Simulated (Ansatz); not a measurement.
FeO:

```
CELL_PARAMETERS angstrom
-1.60210 1.60210 2.08339
1.60210 -1.60210 2.08339
1.60210 1.60210 -2.08339
ATOMIC_POSITIONS crystal
Fe 0.00000 0.00000 0.00000
O 0.50000 0.50000 0.00000
```

The cell comes from a database or a generator and needn't be the stable form of this composition.

Base run:

```yaml
Program: Ansatz 0.2.0
Functional: PBE
Potentials_or_basis: Ansatz PAW
Cutoff: "420 eV (not typed: the program's choice for these potentials)"
k_mesh: 12 × 12 × 12
Occupations: fermi-dirac, width 0.05 eV
Spin: no spin polarisation
```

Its results: band gap on the k mesh none (metal or under the smearing width); pressure -29.8 GPa.

Question: The run is repeated on the same cell with these changes: spin from no spin polarisation to collinear spin, random start. What comes out?

Answer: Band gap on the k mesh none (metal or under the smearing width); pressure -8.7 GPa; net moment -4.00 μB per cell; site moments Fe -3.40; O -0.31 μB.

Caveats: semilocal functionals often make such compounds metallic where correlation or magnetic order opens a gap, which also shifts bond lengths; a pressure of tens of GPa on the cell as given is suspect, and the run, the potentials or the cell itself is likely at fault (some runs); a cell with one magnetic atom can't hold antiferromagnetic order, which such compounds often take (some runs).
